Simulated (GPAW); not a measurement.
# Ru (P6_3/mmc) in GPAW: notebook

The runs below take Ru through relaxation of cell and atoms, with MS2, rSCAN, SCAN+D3(BJ), revTPSS+D3(BJ).

Everything below comes from runs of GPAW 26.7.0. Logs are shortened: lines on timing, memory, paths and dates and some standing lists are left out, and cuts for length are marked. The log counts tension as positive stress, the text compression.

**1. Starting point**

Symmetry: P6_3/mmc, No. 194, hexagonal system. Conventional cell: a = 2.706 Å, b = 2.706 Å, c = 4.282 Å, α = 90.00°, β = 90.00°, γ = 120.00°. Ru (site symmetry -6m2) is surrounded by 12 Ru at 2.65 to 2.71 Å.

**2. Relaxation of cell and atoms, MS2**

run.py

```python
from ase.filters import FrechetCellFilter
from ase.io import read, write
from ase.optimize import BFGS
from gpaw import GPAW, PW

atoms = read('Ru.xyz')

calc = GPAW(mode=PW(600),
            xc='MGGA_X_MS2+GGA_C_REGTPSS',
            kpts={'size': (8, 8, 5), 'gamma': True},
            occupations={'name': 'fermi-dirac', 'width': 0.05},
            nbands=29,
            convergence={'density': 1e-06, 'energy': 1e-06, 'eigenstates': 1e-10},
            maxiter=150,
            txt='gpaw.txt')
atoms.calc = calc
opt = BFGS(FrechetCellFilter(atoms), trajectory='relax.traj', logfile='-')
done = opt.run(fmax=0.01, steps=100)
calc.write('gs.gpw')
write('result.traj', atoms)
print('Converged:', done)
print('Cell:', atoms.cell.cellpar().round(4))
print('Volume:', round(atoms.get_volume(), 4))
print(atoms.get_scaled_positions().round(5))
```

Ru.xyz

```xyz
2
Lattice="2.7058000000 0.0000000000 0.0000000000 -1.3529000000 2.3432915376 0.0000000000 0.0000000000 0.0000000000 4.2819000000" Properties=species:S:1:pos:R:3 pbc="T T T"
Ru     1.3529000001      0.7810971791      3.2114250000
Ru    -0.0000000001      1.5621943585      1.0704750000
```

Potentials or basis: GPAW PAW data sets (gpaw-data 1.2.1), pw.

On the command line:

```console
$ OMP_NUM_THREADS=1 python run.py
```

gpaw.txt:

```text
__  _  _
 | _ |_)|_||  |
 |__||  | ||/\| - 26.7.0

Input parameters:
  mode=PW(ecut=600.0),
  convergence={'density': 1e-06, 'energy': 1e-06, 'eigenstates': 1e-10},
  kpts=MonkhorstPack(size=(8, 8, 5), gamma=True),
  maxiter=150,
  nbands=29,
  occupations=Occupations(name='fermi-dirac', width=0.05),
  xc=XC(name='MGGA_X_MS2+GGA_C_REGTPSS')

Diagonalizing LCAO Hamiltonian
Converting LCAO to pw mode

          Ru

        Ru

Atoms  # Å, Bohr magnetons
|   | symbol |         x |        y |        z |    initial magnetic moments |
|---|--------|-----------|----------|----------|-----------------------------|
| 0 |     Ru |  1.352900 | 0.781097 | 3.211425 | ( 0.0000,  0.0000,  0.0000) |
| 1 |     Ru | -0.000000 | 1.562194 | 1.070475 | ( 0.0000,  0.0000,  0.0000) |

Unit cell  # Å
| periodic |         x |        y |        z |  lengths |     angles |
|----------|-----------|----------|----------|----------|------------|
|      yes |  2.705800 | 0.000000 | 0.000000 | 2.705800 |  90.000000 |
|      yes | -1.352900 | 2.343292 | 0.000000 | 2.705800 |  90.000000 |
|      yes |  0.000000 | 0.000000 | 4.281900 | 4.281900 | 120.000000 |

Number of symmetries: 12
Symmetry operations  # r_c * U_cc + t_c -> r_c
|    | kind |            matrix            |
|----|------|------------------------------|
|  0 |  σ   |  1, 1, 0,  0,-1, 0,  0, 0, 1 |
|  1 |  S6  |  1, 1, 0, -1, 0, 0,  0, 0,-1 |
|  2 |  E   |  1, 0, 0,  0, 1, 0,  0, 0, 1 |
|  3 |  C2  |  1, 0, 0, -1,-1, 0,  0, 0,-1 |
|  4 |  C2  |  0, 1, 0,  1, 0, 0,  0, 0,-1 |
|  5 |  C3  |  0, 1, 0, -1,-1, 0,  0, 0, 1 |
|  6 |  S6  |  0,-1, 0,  1, 1, 0,  0, 0,-1 |
|  7 |  σ   |  0,-1, 0, -1, 0, 0,  0, 0, 1 |
|  8 |  σ   | -1, 0, 0,  1, 1, 0,  0, 0, 1 |
|  9 |  i   | -1, 0, 0,  0,-1, 0,  0, 0,-1 |
| 10 |  C3  | -1,-1, 0,  1, 0, 0,  0, 0, 1 |
| 11 |  C2  | -1,-1, 0,  0, 1, 0,  0, 0,-1 |

BZ-sampling:
  Number of BZ points: 320
  Number of IBZ points: 40

  Monkhorst-Pack size: [8, 8, 5]
  Monkhorst-Pack shift: [0.0625, 0.0625, 0.0]

K-points  # in reciprocal-cell coordinates
|     |                                coordinates |     weight |
|-----|--------------------------------------------|------------|
|   0 | (  0.00000000,   0.00000000,   0.00000000) | 0.00312500 |
|   1 | (  0.00000000,   0.00000000,   0.20000000) | 0.00625000 |
|   2 | (  0.00000000,   0.00000000,   0.40000000) | 0.00625000 |
|   3 | (  0.12500000,   0.00000000,  -0.40000000) | 0.01875000 |
|   4 | (  0.12500000,   0.00000000,  -0.20000000) | 0.01875000 |
|   5 | (  0.12500000,   0.00000000,   0.00000000) | 0.01875000 |
|   6 | (  0.12500000,   0.00000000,   0.20000000) | 0.01875000 |
|   7 | (  0.12500000,   0.00000000,   0.40000000) | 0.01875000 |
|   8 | (  0.25000000,  -0.12500000,   0.00000000) | 0.01875000 |
|   9 | (  0.25000000,  -0.12500000,   0.20000000) | 0.03750000 |
| ... |                                            |            |
|  39 | (  0.50000000,   0.50000000,   0.40000000) | 0.01875000 |

Plane wave coefficients: 929
Cutoff: 600.0 eV
[... 116 lines left out ...]
Fermi level: 13.326
Eigenvalues  # (at kpt = [0.000, 0.000, 0.000])
| band index |      eig [eV] | occ [0-2] |
|------------|---------------|-----------|
|          0 |       -61.306 |     2.000 |
|        ... |               |           |
|          9 |         7.120 |     2.000 |
|         10 |        10.752 |     2.000 |
|         11 |        10.752 |     2.000 |
|         12 |        10.938 |     2.000 |
|         13 |        11.442 |     2.000 |
|         14 |        11.442 |     2.000 |
[... 8 lines left out ...]
|         23 |        31.969 |     0.000 |
|         24 |        36.860 |     0.000 |
|        ... |               |           |
|         28 |        38.497 |     0.000 |

No gap
No difference between direct/indirect transitions

Stress tensor  # eV/Ang^3
|         x |         y |         z |
|-----------|-----------|-----------|
|  0.034980 | -0.000000 |  0.000000 |
| -0.000000 |  0.034980 | -0.000000 |
|  0.000000 | -0.000000 |  0.040508 |

Forces  # eV/Ang
|        x |       y |        z |
|----------|---------|----------|
| -0.00000 | 0.00000 | -0.00011 |  # Ru   0
|  0.00000 | 0.00000 |  0.00011 |  # Ru   1

Interpolating wave functions to new cell

          Ru

        Ru

Atoms  # Å, Bohr magnetons
|   | symbol |         x |        y |        z |    initial magnetic moments |
|---|--------|-----------|----------|----------|-----------------------------|
| 0 |     Ru |  1.348319 | 0.778452 | 3.198835 | ( 0.0000,  0.0000,  0.0000) |
| 1 |     Ru | -0.000000 | 1.556905 | 1.066280 | ( 0.0000,  0.0000,  0.0000) |

Unit cell  # Å
| periodic |         x |        y |        z |  lengths |     angles |
|----------|-----------|----------|----------|----------|------------|
|      yes |  2.696638 | 0.000000 | 0.000000 | 2.696638 |  90.000000 |
|      yes | -1.348319 | 2.335357 | 0.000000 | 2.696638 |  90.000000 |
|      yes | -0.000000 | 0.000000 | 4.265115 | 4.265115 | 120.000000 |

Number of symmetries: 12
Symmetry operations  # r_c * U_cc + t_c -> r_c
|    | kind |            matrix            |
|----|------|------------------------------|
|  0 |  σ   |  1, 1, 0,  0,-1, 0,  0, 0, 1 |
|  1 |  S6  |  1, 1, 0, -1, 0, 0,  0, 0,-1 |
|  2 |  E   |  1, 0, 0,  0, 1, 0,  0, 0, 1 |
|  3 |  C2  |  1, 0, 0, -1,-1, 0,  0, 0,-1 |
|  4 |  C2  |  0, 1, 0,  1, 0, 0,  0, 0,-1 |
|  5 |  C3  |  0, 1, 0, -1,-1, 0,  0, 0, 1 |
|  6 |  S6  |  0,-1, 0,  1, 1, 0,  0, 0,-1 |
|  7 |  σ   |  0,-1, 0, -1, 0, 0,  0, 0, 1 |
|  8 |  σ   | -1, 0, 0,  1, 1, 0,  0, 0, 1 |
|  9 |  i   | -1, 0, 0,  0,-1, 0,  0, 0,-1 |
| 10 |  C3  | -1,-1, 0,  1, 0, 0,  0, 0, 1 |
| 11 |  C2  | -1,-1, 0,  0, 1, 0,  0, 0,-1 |

BZ-sampling:
  Number of BZ points: 320
  Number of IBZ points: 40

  Monkhorst-Pack size: [8, 8, 5]
  Monkhorst-Pack shift: [0.0625, 0.0625, 0.0]

K-points  # in reciprocal-cell coordinates
|     |                                coordinates |     weight |
|-----|--------------------------------------------|------------|
|   0 | (  0.00000000,   0.00000000,   0.00000000) | 0.00312500 |
|   1 | (  0.00000000,   0.00000000,   0.20000000) | 0.00625000 |
|   2 | (  0.00000000,   0.00000000,   0.40000000) | 0.00625000 |
|   3 | (  0.12500000,   0.00000000,  -0.40000000) | 0.01875000 |
|   4 | (  0.12500000,   0.00000000,  -0.20000000) | 0.01875000 |
|   5 | (  0.12500000,   0.00000000,   0.00000000) | 0.01875000 |
|   6 | (  0.12500000,   0.00000000,   0.20000000) | 0.01875000 |
|   7 | (  0.12500000,   0.00000000,   0.40000000) | 0.01875000 |
|   8 | (  0.25000000,  -0.12500000,   0.00000000) | 0.01875000 |
|   9 | (  0.25000000,  -0.12500000,   0.20000000) | 0.03750000 |
| ... |                                            |            |
|  39 | (  0.50000000,   0.50000000,   0.40000000) | 0.01875000 |

Plane wave coefficients: 929
Cutoff: 600.0 eV
[... 118 lines left out ...]
Fermi level: 13.532
Eigenvalues  # (at kpt = [0.000, 0.000, 0.000])
| band index |      eig [eV] | occ [0-2] |
|------------|---------------|-----------|
|          0 |       -61.123 |     2.000 |
|        ... |               |           |
|          9 |         7.238 |     2.000 |
|         10 |        10.911 |     2.000 |
|         11 |        10.911 |     2.000 |
|         12 |        11.107 |     2.000 |
|         13 |        11.614 |     2.000 |
|         14 |        11.614 |     2.000 |
[... 8 lines left out ...]
|         23 |        32.219 |     0.000 |
|         24 |        37.230 |     0.000 |
|        ... |               |           |
|         28 |        38.794 |     0.000 |

No gap
No difference between direct/indirect transitions

Stress tensor  # eV/Ang^3
|         x |        y |        z |
|-----------|----------|----------|
|  0.014129 | 0.000000 | 0.000000 |
| -0.000000 | 0.014129 | 0.000000 |
|  0.000000 | 0.000000 | 0.016689 |

Forces  # eV/Ang
|        x |        y |        z |
|----------|----------|----------|
|  0.00000 | -0.00000 | -0.00004 |  # Ru   0
| -0.00000 |  0.00000 |  0.00004 |  # Ru   1

Interpolating wave functions to new cell

          Ru

        Ru

Atoms  # Å, Bohr magnetons
|   | symbol |         x |        y |        z |    initial magnetic moments |
|---|--------|-----------|----------|----------|-----------------------------|
| 0 |     Ru |  1.345262 | 0.776687 | 3.190269 | ( 0.0000,  0.0000,  0.0000) |
| 1 |     Ru | -0.000000 | 1.553375 | 1.063426 | ( 0.0000,  0.0000,  0.0000) |

Unit cell  # Å
| periodic |         x |         y |         z |  lengths |     angles |
|----------|-----------|-----------|-----------|----------|------------|
|      yes |  2.690524 | -0.000000 |  0.000000 | 2.690524 |  90.000000 |
|      yes | -1.345262 |  2.330062 | -0.000000 | 2.690524 |  90.000000 |
|      yes |  0.000000 |  0.000000 |  4.253696 | 4.253696 | 120.000000 |

Number of symmetries: 12
Symmetry operations  # r_c * U_cc + t_c -> r_c
|    | kind |            matrix            |
|----|------|------------------------------|
|  0 |  σ   |  1, 1, 0,  0,-1, 0,  0, 0, 1 |
|  1 |  S6  |  1, 1, 0, -1, 0, 0,  0, 0,-1 |
|  2 |  E   |  1, 0, 0,  0, 1, 0,  0, 0, 1 |
|  3 |  C2  |  1, 0, 0, -1,-1, 0,  0, 0,-1 |
|  4 |  C2  |  0, 1, 0,  1, 0, 0,  0, 0,-1 |
|  5 |  C3  |  0, 1, 0, -1,-1, 0,  0, 0, 1 |
|  6 |  S6  |  0,-1, 0,  1, 1, 0,  0, 0,-1 |
|  7 |  σ   |  0,-1, 0, -1, 0, 0,  0, 0, 1 |
|  8 |  σ   | -1, 0, 0,  1, 1, 0,  0, 0, 1 |
|  9 |  i   | -1, 0, 0,  0,-1, 0,  0, 0,-1 |
| 10 |  C3  | -1,-1, 0,  1, 0, 0,  0, 0, 1 |
| 11 |  C2  | -1,-1, 0,  0, 1, 0,  0, 0,-1 |

BZ-sampling:
  Number of BZ points: 320
  Number of IBZ points: 40

  Monkhorst-Pack size: [8, 8, 5]
  Monkhorst-Pack shift: [0.0625, 0.0625, 0.0]

K-points  # in reciprocal-cell coordinates
|     |                                coordinates |     weight |
|-----|--------------------------------------------|------------|
|   0 | (  0.00000000,   0.00000000,   0.00000000) | 0.00312500 |
|   1 | (  0.00000000,   0.00000000,   0.20000000) | 0.00625000 |
|   2 | (  0.00000000,   0.00000000,   0.40000000) | 0.00625000 |
|   3 | (  0.12500000,   0.00000000,  -0.40000000) | 0.01875000 |
|   4 | (  0.12500000,   0.00000000,  -0.20000000) | 0.01875000 |
|   5 | (  0.12500000,   0.00000000,   0.00000000) | 0.01875000 |
|   6 | (  0.12500000,   0.00000000,   0.20000000) | 0.01875000 |
|   7 | (  0.12500000,   0.00000000,   0.40000000) | 0.01875000 |
|   8 | (  0.25000000,  -0.12500000,   0.00000000) | 0.01875000 |
|   9 | (  0.25000000,  -0.12500000,   0.20000000) | 0.03750000 |
| ... |                                            |            |
|  39 | (  0.50000000,   0.50000000,   0.40000000) | 0.01875000 |

Plane wave coefficients: 911
Cutoff: 600.0 eV
[... 118 lines left out ...]
Fermi level: 13.672
Eigenvalues  # (at kpt = [0.000, 0.000, 0.000])
| band index |      eig [eV] | occ [0-2] |
|------------|---------------|-----------|
|          0 |       -60.998 |     2.000 |
|        ... |               |           |
|          9 |         7.318 |     2.000 |
|         10 |        11.018 |     2.000 |
|         11 |        11.018 |     2.000 |
|         12 |        11.222 |     2.000 |
|         13 |        11.732 |     2.000 |
|         14 |        11.732 |     2.000 |
[... 8 lines left out ...]
|         23 |        32.389 |     0.000 |
|         24 |        37.480 |     0.000 |
|        ... |               |           |
|         28 |        38.995 |     0.000 |

No gap
No difference between direct/indirect transitions

Stress tensor  # eV/Ang^3
|         x |         y |         z |
|-----------|-----------|-----------|
| -0.000503 |  0.000000 |  0.000000 |
|  0.000000 | -0.000503 |  0.000000 |
|  0.000000 |  0.000000 | -0.000212 |

Forces  # eV/Ang
|       x |       y |        z |
|---------|---------|----------|
| 0.00000 | 0.00000 |  0.00001 |  # Ru   0
| 0.00000 | 0.00000 | -0.00001 |  # Ru   1

# Writing to gs.gpw (mode='')
```

Run time: 1.7 min. Hardware: 1 thread of Intel Xeon 6975P-C (Granite Rapids), shared host; peak memory 0.46 GiB.

What came out:

* Free energy: -12.5358 eV
* Relaxed volume: 13.33 Å³/atom
* Relaxed cell: a = 2.691 Å, b = 2.691 Å, c = 4.254 Å, α = 90.00°, β = 90.00°, γ = 120.00°
* Space group after relaxing (to 0.05 Å): P6_3/mmc (No. 194)
* Energy gained by relaxing: 4.1 meV/atom
* Ionic steps: 3
* Pressure after relaxing: 0.1 GPa
* Band gap on the k mesh: none (metal or under the smearing width)

The path:
| step | energy change (eV) | largest force (eV/Å) | pressure (GPa) | volume (Å³) |
| --- | --- | --- | --- | --- |
| 1 | 0.0000 | 0.0001 | -5.90 | 27.15 |
| 2 | -0.0070 | 0.0000 | -2.40 | 26.86 |
| 3 | -0.0082 | 0.0000 | 0.07 | 26.67 |

Final structure:
```
Ru
1.0
     2.69052    0.00000    0.00000
    -1.34526    2.33006    0.00000
     0.00000    0.00000    4.25370
Ru
2
Direct
  0.66667 0.33333 0.75000
  0.33333 0.66667 0.25000
```

Caveat: later steps reuse the first step's grids; the PAW data sets were made with another functional, which shifts forces and pressure a little.

**3. Relaxation of cell and atoms, rSCAN**

run.py

```python
from ase.filters import FrechetCellFilter
from ase.io import write
from ase.optimize import FIRE
from ase.spacegroup import crystal
from gpaw import GPAW, PW

# Ru 2c
atoms = crystal(['Ru'],
                basis=[[0.6666666667, 0.3333333333, 0.75]],
                spacegroup=194, setting=1,  # P6_3/mmc
                cellpar=[2.7058, 2.7058, 4.2819, 90.0, 90.0, 120.0],
                primitive_cell=True)

calc = GPAW(mode=PW(600),
            xc='MGGA_X_RSCAN+MGGA_C_RSCAN',
            kpts={'size': (8, 8, 5), 'gamma': True},
            occupations={'name': 'fermi-dirac', 'width': 0.05},
            nbands=29,
            convergence={'density': 1e-06, 'energy': 1e-06, 'eigenstates': 1e-10},
            maxiter=150,
            txt='gpaw.txt')
atoms.calc = calc
opt = FIRE(FrechetCellFilter(atoms), trajectory='relax.traj', logfile='-')
done = opt.run(fmax=0.02, steps=60)
calc.write('gs.gpw')
write('result.traj', atoms)
print('Converged:', done)
print('Cell:', atoms.cell.cellpar().round(4))
print('Volume:', round(atoms.get_volume(), 4))
print(atoms.get_scaled_positions().round(5))
```

Potentials or basis: GPAW PAW data sets (gpaw-data 1.2.1), pw.

On the command line:

```console
$ OMP_NUM_THREADS=1 python run.py
```

gpaw.txt:

```text
__  _  _
 | _ |_)|_||  |
 |__||  | ||/\| - 26.7.0

Input parameters:
  mode=PW(ecut=600.0),
  convergence={'density': 1e-06, 'energy': 1e-06, 'eigenstates': 1e-10},
  kpts=MonkhorstPack(size=(8, 8, 5), gamma=True),
  maxiter=150,
  nbands=29,
  occupations=Occupations(name='fermi-dirac', width=0.05),
  xc=XC(name='MGGA_X_RSCAN+MGGA_C_RSCAN')

Diagonalizing LCAO Hamiltonian
Converting LCAO to pw mode

          Ru

        Ru

Atoms  # Å, Bohr magnetons
|   | symbol |         x |        y |        z |    initial magnetic moments |
|---|--------|-----------|----------|----------|-----------------------------|
| 0 |     Ru |  1.352900 | 0.781097 | 3.211425 | ( 0.0000,  0.0000,  0.0000) |
| 1 |     Ru | -0.000000 | 1.562194 | 1.070475 | ( 0.0000,  0.0000,  0.0000) |

Unit cell  # Å
| periodic |         x |        y |        z |  lengths |     angles |
|----------|-----------|----------|----------|----------|------------|
|      yes |  2.705800 | 0.000000 | 0.000000 | 2.705800 |  90.000000 |
|      yes | -1.352900 | 2.343292 | 0.000000 | 2.705800 |  90.000000 |
|      yes |  0.000000 | 0.000000 | 4.281900 | 4.281900 | 120.000000 |

Number of symmetries: 12
Symmetry operations  # r_c * U_cc + t_c -> r_c
|    | kind |            matrix            |
|----|------|------------------------------|
|  0 |  σ   |  1, 1, 0,  0,-1, 0,  0, 0, 1 |
|  1 |  S6  |  1, 1, 0, -1, 0, 0,  0, 0,-1 |
|  2 |  E   |  1, 0, 0,  0, 1, 0,  0, 0, 1 |
|  3 |  C2  |  1, 0, 0, -1,-1, 0,  0, 0,-1 |
|  4 |  C2  |  0, 1, 0,  1, 0, 0,  0, 0,-1 |
|  5 |  C3  |  0, 1, 0, -1,-1, 0,  0, 0, 1 |
|  6 |  S6  |  0,-1, 0,  1, 1, 0,  0, 0,-1 |
|  7 |  σ   |  0,-1, 0, -1, 0, 0,  0, 0, 1 |
|  8 |  σ   | -1, 0, 0,  1, 1, 0,  0, 0, 1 |
|  9 |  i   | -1, 0, 0,  0,-1, 0,  0, 0,-1 |
| 10 |  C3  | -1,-1, 0,  1, 0, 0,  0, 0, 1 |
| 11 |  C2  | -1,-1, 0,  0, 1, 0,  0, 0,-1 |
[... 367 lines left out ...]
|          9 |         6.897 |     2.000 |
|         10 |        10.601 |     2.000 |
|         11 |        10.601 |     2.000 |
|         12 |        10.777 |     2.000 |
|         13 |        11.298 |     2.000 |
|         14 |        11.298 |     2.000 |
[... 8 lines left out ...]
|         23 |        32.750 |     0.000 |
|         24 |        37.793 |     0.000 |
|        ... |               |           |
|         28 |        39.582 |     0.000 |

No gap
No difference between direct/indirect transitions

Stress tensor  # eV/Ang^3
|         x |        y |        z |
|-----------|----------|----------|
|  0.007907 | 0.000000 | 0.000000 |
| -0.000000 | 0.007907 | 0.000000 |
|  0.000000 | 0.000000 | 0.015492 |

Forces  # eV/Ang
|        x |        y |        z |
|----------|----------|----------|
| -0.00000 |  0.00000 | -0.00004 |  # Ru   0
|  0.00000 | -0.00000 |  0.00004 |  # Ru   1

Interpolating wave functions to new cell

          Ru

        Ru

Atoms  # Å, Bohr magnetons
|   | symbol |         x |        y |        z |    initial magnetic moments |
|---|--------|-----------|----------|----------|-----------------------------|
| 0 |     Ru |  1.349548 | 0.779162 | 3.197389 | ( 0.0000,  0.0000,  0.0000) |
| 1 |     Ru | -0.000000 | 1.558324 | 1.065799 | ( 0.0000,  0.0000,  0.0000) |
[... 857 lines left out ...]
No gap
No difference between direct/indirect transitions

Stress tensor  # eV/Ang^3
|         x |         y |        z |
|-----------|-----------|----------|
| -0.001365 |  0.000000 | 0.000000 |
|  0.000000 | -0.001365 | 0.000000 |
|  0.000000 |  0.000000 | 0.000809 |

Forces  # eV/Ang
|       x |        y |        z |
|---------|----------|----------|
| 0.00000 | -0.00000 | -0.00000 |  # Ru   0
| 0.00000 |  0.00000 |  0.00000 |  # Ru   1

# Writing to gs.gpw (mode='')
```

Wall time 3.3 min (1 thread of Intel Xeon 6975P-C (Granite Rapids), shared host); peak memory 0.68 GiB.

Results:

- Free energy: -73.6604 eV
- Relaxed volume: 13.45 Å³/atom
- Relaxed cell: a = 2.700 Å, b = 2.700 Å, c = 4.263 Å, α = 90.00°, β = 90.00°, γ = 120.00°
- Space group after relaxing (to 0.05 Å): P6_3/mmc (No. 194)
- Energy gained by relaxing: 1.0 meV/atom
- Ionic steps: 6
- Pressure after relaxing: 0.1 GPa
- Band gap on the k mesh: none (metal or under the smearing width)

Stress tensor (GPa, compression positive):
```
 0.22  0.00  0.00
 0.00  0.22  0.00
 0.00  0.00 -0.13
```

Step by step:
```
step  energy change (eV)  largest force (eV/Å)  pressure (GPa)  volume (Å³)
   1              0.0000                0.0001           -2.84        27.15
   2             -0.0013                0.0000           -1.67        27.05
   3             -0.0020                0.0000            0.23        26.90
   4             -0.0020                0.0000            0.21        26.90
   5             -0.0020                0.0000            0.16        26.90
   6             -0.0020                0.0000            0.10        26.91
```

Final structure:
```
Ru
1.0
     2.69972    0.00000    0.00000
    -1.34986    2.33803    0.00000
     0.00000    0.00000    4.26291
Ru
2
Direct
  0.66667 0.33333 0.75000
  0.33333 0.66667 0.25000
```

Caveat: later steps reuse the first step's grids; the PAW data sets were made with another functional, which shifts forces and pressure a little.

(Continued in part 2 of 2.)
